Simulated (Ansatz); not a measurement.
# Hf: what a guessed cell relaxes into

Aim: relax a trial structure of Hf and see where it ends.

Program: Ansatz 0.2.0. Level of theory: DFT PBE, scalar-relativistic, plane waves, PAW. These are calculated values, not measurements.

### Step 1. The structure to begin with

Symmetry: P6/mmm, No. 191, hexagonal system. Conventional cell: a = 3.046 Å, b = 3.046 Å, c = 14.000 Å, α = 90.00°, β = 90.00°, γ = 120.00°. Hf (site symmetry 6/mmm) is surrounded by 6 Hf at 3.05 Å.

Structure file:

```cif
data_structure
_symmetry_space_group_name_H-M 'P 1'
_symmetry_Int_Tables_number 1
_cell_length_a 3.0458
_cell_length_b 3.0458
_cell_length_c 14.0000
_cell_angle_alpha 90.000
_cell_angle_beta 90.000
_cell_angle_gamma 120.000
_cell_volume 112.47
loop_
_atom_site_label
_atom_site_type_symbol
_atom_site_fract_x
_atom_site_fract_y
_atom_site_fract_z
_atom_site_occupancy
Hf1 Hf 0.00000 0.00000 0.50000 1
```

Recipe of the guess: random sheet by layer group and Wyckoff sites. Lengths come from tabulated atomic sizes and are only a guess.

Only a and b are periodic; c spans vacuum, so the box's volume, pressure and space group aren't properties of the sheet.

### Step 2. A first look at the guess

File input.yaml:

```yaml
crystal:
  lattice:
    - [3.045752, 0.0, 0.0]
    - [-1.522876, 2.637699, 0.0]
    - [0.0, 0.0, 14.0]
  atoms:
    - { symbol: Hf, position: [0.0, 0.0, 0.5] }
  periodic: [true, true, false]
basis:
  ecutwfc: 420
kpoints:
  mp_grid: { grid: [6, 6, 1] }
hamiltonian:
  xc: pbe
scf:
  occupations: { method: gaussian, width: 0.1 }
  lower_state_search: "off"
output:
  forces: true
  stress: true
  eigenvalues: true
```

Started as:

```bash
$ ansatz run input.yaml --threads 1 --pin off --max-ram 2048MiB --backend cpu --events-out ev --progress --plain --runs-dir out
```

Further runs follow: coarse relaxation; final relaxation.

Q: Predict the outcome of this session. Wanted: relaxed cell; area; thickness between outermost nuclei; energy over the standard state; gap on the mesh.

As calculated:

```
                              quantity                                 value
symmetry at the end (tolerance 0.05 Å)           layer group p6/mmm (No. 80)
                          relaxed cell  a = 2.933 Å, b = 2.933 Å, γ = 120.0°
                                  area                          7.45 Å²/atom
    thickness between outermost nuclei                                0.00 Å
        energy over the standard state                         +2.13 eV/atom
                       gap on the mesh                          none (metal)
```

The layer group p6/mmm (No. 80) is kept, and the area per atom shrinks by 7.2 % from the first guess. It lies above the element's standard state, so it is metastable at best. No finished test with a distortion of lower symmetry is shown, so the end may be a saddle point. The runs treat Hf without spin-orbit coupling.
